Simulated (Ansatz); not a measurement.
A relaxed cell of ScAl₃ is given with its symmetry left out. It was relaxed at this level from a Materials Project cell.

Method: DFT PBE, scalar-relativistic, plane waves, PAW in Ansatz. Cutoff 420 eV, Γ-centred mesh, Gaussian smearing, no spin polarisation.

```
Sc Al
1.0
    -2.01153    2.01153    4.40911
     2.01153   -2.01153    4.40911
     2.01153    2.01153   -4.40911
Sc Al
1 3
Direct
  0.00000 0.00000 0.00000
  0.75000 0.25000 0.50000
  0.25000 0.75000 0.50000
  0.50000 0.50000 0.00000
```

Energies over the elements count from the elements' standard structures at the same level, with no fitted energy shifts.

(1) Find its symmetry and describe it.

(2) What is its formation energy per atom?

(3) Is it a metal?

Results:

(1) I4/mmm (No. 139), the TiAl3 (D0_22) type. Conventional cell: a = 4.023 Å, c = 8.818 Å. Around Sc lie 12 Al at 2.84–2.98 Å; around Al on a site of symmetry -4m2 lie 8 Al at 2.84–2.98 Å and 4 Sc at 2.98 Å; Al on a site of symmetry 4/mmm is surrounded by 4 Sc at 2.84 Å and 8 Al at 2.98 Å.

(2) −0.36 eV/atom.

(3) Yes, bands cross the Fermi level on the 16×16×16 mesh.

The last run used a 16×16×16 mesh for its 4-atom cell and Gaussian smearing of 0.10 eV. A structure relaxed within its symmetry needn't be a true minimum. Another cell of ScAl3 relaxed alike, in Pm-3m (a Materials Project cell), lies 90 meV/atom lower, so this cell isn't the stable form at this level.
